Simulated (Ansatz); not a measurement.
## BaS, space group Fm-3m: a dielectric-dependent hybrid calculation, step by step

Program: Ansatz 0.2.0 through its Python package.

`bas.extxyz`
```text
2
Lattice="0.0 3.19375 3.19375 3.19375 0.0 3.19375 3.19375 3.19375 0.0" Properties=species:S:1:pos:R:3 pbc="T T T"
Ba    0.00000000    0.00000000    0.00000000
S     3.19375000    3.19375000    3.19375000
```

Notebook, run cell by cell (the value of a cell's last expression is shown):

```python
import warnings

import ansatz
import numpy as np
```

```python
CUTOFF_EV = 630
KMESH = (3, 3, 3)
MIXING_BETA = 0.2
SMEARING = "fixed"


def count_gap(report):
    # lowest empty less highest filled band, counting bands; zero where they overlap
    return max(report.get("gap_by_band_count_ev") or 0.0, 0.0)
```

```python
warnings.simplefilter("ignore", ansatz.DeckWarning)
```

```python
system = ansatz.Crystal.from_extxyz("bas.extxyz")
```

```python
setup = (
    system.calculation()
    .basis(CUTOFF_EV)
    .kpoints(mesh=KMESH)
    .mixing("broyden", ndim=6, beta=MIXING_BETA)
    .occupations(SMEARING)
    .band_table()
)
semilocal = setup.functional("pbesol").run().report
hybrid = setup.functional(exchange="pbesol", correlation="pbesol", exact_fraction="inverse_dielectric").run().report
alpha = hybrid["hybrid"]["exact_exchange_fraction"]
print(f"fraction of exact exchange {alpha:.4f}, so eps_inf = {1 / alpha:.2f}")
print(f"gap by band count: {count_gap(semilocal):.3f} eV semilocal, {count_gap(hybrid):.3f} eV hybrid")
```

    fraction of exact exchange 0.2033, so eps_inf = 4.92
    gap by band count: 2.371 eV semilocal, 3.725 eV hybrid

The fraction is 0.2033, one over a mean dielectric constant (a third of the trace) of 4.92. It opens the gap from 2.371 to 3.725 eV, by 1.35 eV.

Reading the output:
- These settings explore the input space; cutoff and mesh may be short of convergence.
- Along an axis with an odd division the mesh misses the point at one half; a gap read on a finite mesh is an upper bound on this functional's gap.
- The k-point mesh is coarse, and energy and stress weren't tested for convergence.
- The starting cell is as deposited in a crystallographic database; the results hold for this polymorph, which needn't be the stable one.
- Levels are Kohn-Sham eigenvalues on this mesh, without spin-orbit coupling.
- The gaps are those of a coarse mesh; the run finds the dielectric constant of the semilocal functional on meshes of its own.
- Finished in 29 s on 1 thread of Intel(R) Xeon(R) Platinum 8488C (Sapphire Rapids), with other jobs on the host, peak memory 1 GiB.
